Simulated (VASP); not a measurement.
# ZrB2 (P6/mmm) in VASP: notebook

The runs below take ZrB2 through relaxation of cell and atoms, with PBE.

All numbers are computed with VASP 6.6.1; they aren't measurements. Logs are shortened: lines on timing, memory, paths and dates and some standing lists are left out, and cuts for length are marked.

**1. The crystal as given**

Symmetry: P6/mmm, No. 191, hexagonal system. Conventional cell: a = 3.170 Å, b = 3.170 Å, c = 3.533 Å, α = 90.00°, β = 90.00°, γ = 120.00°. Around Zr (site symmetry 6/mmm) lie 12 B at 2.54 Å. Around B (site symmetry -6m2) lie 3 B at 1.83 Å.

**2. Relaxation of cell and atoms, PBE**

Input file INCAR:

```
SYSTEM = ZrB2
ALGO = Fast
EDIFF = 1E-7
EDIFFG = -0.002
ENCUT = 520
GGA = PE
IBRION = 2
ISIF = 3
ISMEAR = 0
LASPH = .True.
LCHARG = .False.
LREAL = .False.
LWAVE = .False.
NELM = 60
NSW = 80
PREC = Accurate
SIGMA = 0.1
```

Input file KPOINTS:

```
k-points
0
Gamma
  15 15 12
  0 0 0
```

Input file POSCAR:

```
ZrB2
1.0
    3.1700000000      0.0000000000      0.0000000000
   -1.5850000000      2.7453005300      0.0000000000
    0.0000000000      0.0000000000      3.5330000000
Zr B
1 2
Direct
    0.0000000000      0.0000000000      0.0000000000
    0.3333333300      0.6666666700      0.5000000000
    0.6666666700      0.3333333300      0.5000000000
```

Potentials or basis: VASP PAW PBE potentials, release 64 (Zr_sv, B).

On the command line:

```
$ cat potpaw_PBE.64/Zr_sv/POTCAR potpaw_PBE.64/B/POTCAR > POTCAR
$ mpirun -np 1 vasp_std > vasp.out
```

OUTCAR:

```text
SYSTEM = ZrB2
   EDIFF = 1E-7
   EDIFFG = -0.002
   ENCUT = 520
   GGA = PE
   IBRION = 2
   ISIF = 3
   ISMEAR = 0
   LASPH = .True.
   LREAL = .False.
   NELM = 60
   NSW = 80
   PREC = Accurate

 ion  position               nearest neighbor table
   1  0.000  0.000  0.000-   2 2.54   3 2.54   2 2.54   3 2.54   3 2.54   3 2.54   2 2.54   2 2.54
                             3 2.54   3 2.54   2 2.54   2 2.54
   2  0.333  0.667  0.500-   3 1.83   3 1.83   3 1.83   1 2.54   1 2.54   1 2.54   1 2.54   1 2.54
                             1 2.54
   3  0.667  0.333  0.500-   2 1.83   2 1.83   2 1.83   1 2.54   1 2.54   1 2.54   1 2.54   1 2.54
                             1 2.54

  LATTYP: Found a hexagonal cell.
 ALAT       =     3.1700000000
 C/A-ratio  =     1.1145110410

  Lattice vectors:

 A1 = (   3.1700000000,   0.0000000000,   0.0000000000)
 A2 = (  -1.5850000000,   2.7453005300,   0.0000000000)
 A3 = (   0.0000000000,   0.0000000000,   3.5330000000)

Analysis of symmetry for initial positions (statically):
=====================================================================
 Subroutine PRICEL returns:
 Original cell was already a primitive cell.

 Routine SETGRP: Setting up the symmetry group for a
 hexagonal supercell.

 Subroutine GETGRP returns: Found 24 space group operations
 (whereof 24 operations were pure point group operations)
 out of a pool of 24 trial point group operations.

The static configuration has the point symmetry D_6h.

Analysis of symmetry for dynamics (positions and initial velocities):
=====================================================================
 Subroutine PRICEL returns:
 Original cell was already a primitive cell.

 Routine SETGRP: Setting up the symmetry group for a
 hexagonal supercell.

 Subroutine GETGRP returns: Found 24 space group operations
 (whereof 24 operations were pure point group operations)
 out of a pool of 24 trial point group operations.

The dynamic configuration has the point symmetry D_6h.

 Subroutine INISYM returns: Found 24 space group operations
 (whereof 24 operations are pure point group operations),
 and found     1 'primitive' translations

----------------------------------------------------------------------------------------

                                     Primitive cell

  volume of cell :      30.7463

  direct lattice vectors                    reciprocal lattice vectors
     3.170000000  0.000000000  0.000000000     0.315457413  0.182129422  0.000000000
    -1.585000000  2.745300530  0.000000000     0.000000000  0.364258845  0.000000000
     0.000000000  0.000000000  3.533000000     0.000000000  0.000000000  0.283045570

  length of vectors
     3.170000000  3.170000000  3.533000000     0.364258845  0.364258845  0.283045570

  position of ions in fractional coordinates (direct lattice)
     0.000000000  0.000000000  0.000000000
     0.333333330  0.666666670  0.500000000
     0.666666670  0.333333330  0.500000000

  ion indices of the primitive-cell ions
   primitive index   ion index
                 1           1
                 2           2
                 3           3

----------------------------------------------------------------------------------------

 KPOINTS: k-points

Automatic generation of k-mesh.
 Grid dimensions read from file:
 generate k-points for:   15   15   12

 Generating k-lattice:

  Cartesian coordinates                     Fractional coordinates (reciprocal lattice)
     0.021030494  0.012141961  0.000000000     0.066666667  0.000000000  0.000000000
     0.000000000  0.024283923  0.000000000     0.000000000  0.066666667  0.000000000
     0.000000000  0.000000000  0.023587131     0.000000000  0.000000000  0.083333333

  Length of vectors
     0.024283923  0.024283923  0.023587131

  Shift w.r.t. Gamma in fractional coordinates (k-lattice)
     0.000000000  0.000000000  0.000000000

 Subroutine IBZKPT returns following result:
 ===========================================

 Found    189 irreducible k-points:

 Following reciprocal coordinates:
            Coordinates               Weight
  0.000000  0.000000  0.000000      1.000000
  0.066667  0.000000  0.000000      6.000000
  0.133333  0.000000  0.000000      6.000000
  0.200000 -0.000000  0.000000      6.000000
  0.266667  0.000000  0.000000      6.000000
  0.333333 -0.000000  0.000000      6.000000
[... 16 lines left out ...]
  0.333333  0.200000  0.000000     12.000000
  0.400000  0.200000  0.000000      6.000000
 [... further k-points ...]
   k-points           NKPTS =    189   k-points in BZ     NKDIM =    189   number of bands    NBANDS=     13
   number of dos      NEDOS =    301   number of ions     NIONS =      3
   total plane-waves  NPLWV =  16128
   dimension x,y,z NGX =    24 NGY =   24 NGZ =   28
   dimension x,y,z NGXF=    48 NGYF=   48 NGZF=   56
   ions per type =               1   2
   NGX,Y,Z   is equivalent  to a cutoff of  12.59, 12.59, 13.18 a.u.
   NGXF,Y,Z  is equivalent  to a cutoff of  25.17, 25.17, 26.35 a.u.
 SYSTEM =  ZrB2
   PREC   = accura    normal or accurate (medium, high low for compatibility)
   ISTART =      0    job   : 0-new  1-cont  2-samecut
   ICHARG =      2    charge: 1-file 2-atom 10-const
   ISPIN  =      1    spin polarized calculation?
   LNONCOLLINEAR =      F non collinear calculations
   LSORBIT =      F    spin-orbit coupling
   LASPH  =      T    aspherical Exc in radial PAW
   ENCUT  =  520.0 eV  38.22 Ry    6.18 a.u.   5.89  5.89  6.57*2*pi/ulx,y,z
   NELM   =     60;   NELMIN=  2; NELMDL= -5     # of ELM steps
   EDIFF  = 0.1E-06   stopping-criterion for ELM
   LREAL  =      F    real-space projection
   EDIFFG = -.2E-02   stopping-criterion for IOM
   NSW    =     80    number of steps for IOM
   IBRION =      2    ionic relax: 0-MD 1-quasi-New 2-CG
   NFREE  =      1    steps in history (QN), initial steepest desc. (CG)
   ISIF   =      3    stress and relaxation
   ISYM   =      2    0-nonsym 1-usesym 2-fastsym
   POTIM  = 0.5000    time-step for ionic-motion
   TEBEG  =    0.0;   TEEND  =   0.0 temperature during run
   PSTRESS=    0.0 pullay stress
   NELECT =      18.0000    total number of electrons
   NUPDOWN=      -1.0000    fix difference up-down
   EMIN   =  10.00;   EMAX   =-10.00  energy-range for DOS
   EFERMI =   0.00;   METHOD = LEGACY
   ISMEAR =     0;   SIGMA  =   0.10  broadening in eV -4-tet -1-fermi 0-gaus
   EFERMI_NEDOS =   21; number of points for ismear=-14 and -15
   IALGO  =     68    algorithm
   IMIX   =      4    mixing-type and parameters
     AMIX     =   0.40;   BMIX     =  1.00
     AMIX_MAG =   1.60;   BMIX_MAG =  1.00
  volume/ion in A,a.u.               =      10.25        69.16
  Fermi-wavevector in a.u.,A,eV,Ry     =   1.369519  2.588016 25.518847  1.875582
  Thomas-Fermi vector in A             =   2.495387
   LORBIT       =      0    0 simple, 1 ext, 2 COOP (PROOUT), +10 PAW based schemes
   GGA     = PE    functional components
   LHFCALC =     F    Hartree Fock is set to
   AEXX    =    0.0000 exact exchange contribution
   IVDW    =     0    specifies the selected vdW correction
   LEPSILON=     F    determine dielectric tensor
   LRPA    =     F    only Hartree local field effects (RPA)
 conjugate gradient relaxation of ions
 non-spin polarized calculation
 RMM-DIIS sequential band-by-band and
 Gauss-broadening in eV      SIGMA  =   0.10
  energy-cutoff  :      520.00
  volume of cell :       30.75
 maximum number of plane-waves:       844
 NGX is ok and might be reduce to    24

--------------------------------------- Ionic step        1  -------------------------------------------

 number of electron      18.0000000 magnetization

 Free energy of the ion-electron system (eV)
  ---------------------------------------------------
  ext. energy  EPLUGINS =         0.00000000
  ---------------------------------------------------
  free energy    TOTEN  =       -24.97873582 eV

  energy without entropy =      -24.97763269  energy(sigma->0) =      -24.97818426

------------------------ aborting loop because EDIFF is reached ----------------------------------------

  FORCE on cell =-STRESS in cart. coord.  units (eV):
  Direction    XX          YY          ZZ          XY          YZ          ZX
  --------------------------------------------------------------------------------------
  -------------------------------------------------------------------------------------
  Total        0.1230178      0.1230178      0.2717561      0.0000000      0.0000000      0.0000000
  in kB        6.4104111      6.4104111     14.1611040      0.0000000      0.0000000      0.0000000
  external PRESSURE =       8.9939754 kB  Pullay stress =       0.0000000 kB
[... 96 lines left out ...]
  energy  without entropy=      -24.9780500220  energy(sigma->0) =      -24.97860350

--------------------------------------- Ionic step        4  -------------------------------------------

 number of electron      18.0000000 magnetization

 Free energy of the ion-electron system (eV)
  ---------------------------------------------------
  ext. energy  EPLUGINS =         0.00000000
  ---------------------------------------------------
  free energy    TOTEN  =       -24.97920019 eV

  energy without entropy =      -24.97809440  energy(sigma->0) =      -24.97864729

 E-fermi :  10.4770     XC(G=0): -12.4248

 val. band max:       10.4678591261   @ k =   0.0667   0.0667   0.4167
 cond. band min:      10.4990321948   @ k =   0.1333   0.1333   0.2500
 fundamental gap:      0.0311730687
 Fermi energy:        10.4770448259

 k-point     1 :       0.0000    0.0000    0.0000
  band No.  band energies     occupation
      1     -38.1654      2.00000
      2     -16.3525      2.00000
      3     -15.7980      2.00000
      4     -15.7980      2.00000
      5      -2.2329      2.00000
      6       7.8775      2.00000
      7       7.8775      2.00000
      8       7.9011      2.00000
      9       8.1114      2.00000
     10      13.8669      0.00000
     11      13.8669      0.00000
     12      14.6191      0.00000
     13      14.6192      0.00000
[... 353 lines left out ...]
 k-point    24 :       0.4000    0.2000    0.0000
  band No.  band energies     occupation
      1     -38.0409      2.00000
      2     -16.6184      2.00000
      3     -16.2210      2.00000
      4     -16.1663      2.00000
      5       2.1543      2.00000
      6       2.2336      2.00000
      7       4.9663      2.00000
      8       7.1089      2.00000
      9       9.4774      2.00000
     10      10.2525      1.99850
     11      13.2070      0.00000
     12      14.6227      0.00000
     13      16.8241      0.00000

 [... further k-points ...]
[... 5 lines left out ...]
  --------------------------------------------------------------------------------------
  -------------------------------------------------------------------------------------
  Total        0.0014729      0.0014729      0.0006971      0.0000000     -0.0000000      0.0000000
  in kB        0.0764550      0.0764550      0.0361829      0.0000000     -0.0000000      0.0000000
  external PRESSURE =       0.0630310 kB  Pullay stress =       0.0000000 kB
[... 18 lines left out ...]
  FREE ENERGIE OF THE ION-ELECTRON SYSTEM (eV)
  ---------------------------------------------------
  free  energy   TOTEN  =       -24.9792001865 eV

  energy  without entropy=      -24.9780943973  energy(sigma->0) =      -24.97864729

 reached required accuracy - stopping structural energy minimisation
```

It took 1.9 min on 1 thread of Intel Xeon 6975P-C (Granite Rapids), shared host; peak memory 0.21 GiB.

Results:

| Property | Result |
| --- | --- |
| Free energy | -24.9792 eV |
| Relaxed volume | 10.29 Å³/atom |
| Relaxed cell | a = 3.171 Å, b = 3.171 Å, c = 3.544 Å, α = 90.00°, β = 90.00°, γ = 120.00° |
| Space group after relaxing (to 0.05 Å) | P6/mmm (No. 191) |
| Energy gained by relaxing | 0.2 meV/atom |
| Ionic steps | 4 |
| Pressure after relaxing | 0.0 GPa |
| Band gap on the k mesh | none (metal or under the smearing width) |

Step by step:
```csv
step,energy change (eV),largest force (eV/Å),pressure (GPa),volume (Å³)
1,0.0000,0.0000,0.90,30.75
2,0.0000,0.0000,-1.05,31.00
3,-0.0004,0.0000,-0.08,30.87
4,-0.0005,0.0000,0.01,30.87
```

Final structure:
```
Zr B
1.0
     3.17136    0.00000    0.00000
    -1.58568    2.74647    0.00000
     0.00000    0.00000    3.54368
Zr B
1 2
Direct
  0.00000 0.00000 0.00000
  0.33333 0.66667 0.50000
  0.66667 0.33333 0.50000
```

Levels at points of the mesh, in eV from the Fermi level:
```
           k point  band 5  band 6  band 7  band 8  band 9  band 10  band 11  band 12  band 13
(0.00, 0.00, 0.00)  -12.71   -2.60   -2.60   -2.58   -2.37     3.39     3.39     4.14     4.14
(0.00, 0.00, 0.50)  -10.71   -6.95   -0.95   -0.95    0.36     0.36     0.78     0.78     1.79
```

PBE usually gives volumes a little too large and moduli too small. Zero-point motion and thermal expansion aren't in these numbers.

**3. Relaxation of cell and atoms, PBE**

This run uses another cell than the first one, of 10.29 Å³/atom, 1.004 times its volume.

INCAR is that of step 2.

KPOINTS is that of step 2.

Input file POSCAR:

```
ZrB2                                    
1.0
    3.1713552031      0.0000000000      0.0000000000
   -1.5856776016      2.7464741703      0.0000000000
   -0.0000000000     -0.0000000000      3.5436803993
  Zr              B             
     1     2
Direct
     1.0000000000000000    0.0000000000000000    0.0000000000000000
     0.3333333300000021    0.6666666699999979    0.5000000000000000
     0.6666666699999979    0.3333333300000021    0.5000000000000000
```

Potentials or basis: VASP PAW PBE potentials, release 64 (Zr_sv, B).

On the command line:

```
$ cat potpaw_PBE.64/Zr_sv/POTCAR potpaw_PBE.64/B/POTCAR > POTCAR
$ mpirun -np 1 vasp_std > vasp.out
```

Run time: 58 s. Hardware: 1 thread of Intel Xeon 6975P-C (Granite Rapids), shared host; peak memory 0.2 GiB.

It converged, with:

* Free energy: -24.9793 eV
* Pressure after relaxing: 0.0 GPa
* Band gap on the k mesh: none (metal or under the smearing width)

Final structure:
```
Zr B
1.0
     3.17136    0.00000    0.00000
    -1.58568    2.74647    0.00000
     0.00000    0.00000    3.54368
Zr B
1 2
Direct
  0.00000 0.00000 0.00000
  0.33333 0.66667 0.50000
  0.66667 0.33333 0.50000
```

Levels at points of the mesh, in eV from the Fermi level:
| k point | band 6 | band 7 | band 8 | band 9 | band 10 | band 11 | band 12 | band 13 |
| --- | --- | --- | --- | --- | --- | --- | --- | --- |
| (0.00, 0.00, 0.50) | -6.95 | -0.95 | -0.95 | 0.36 | 0.36 | 0.78 | 0.78 | 1.81 |

Caveat: the relaxation stopped at its first step, so nothing moved.
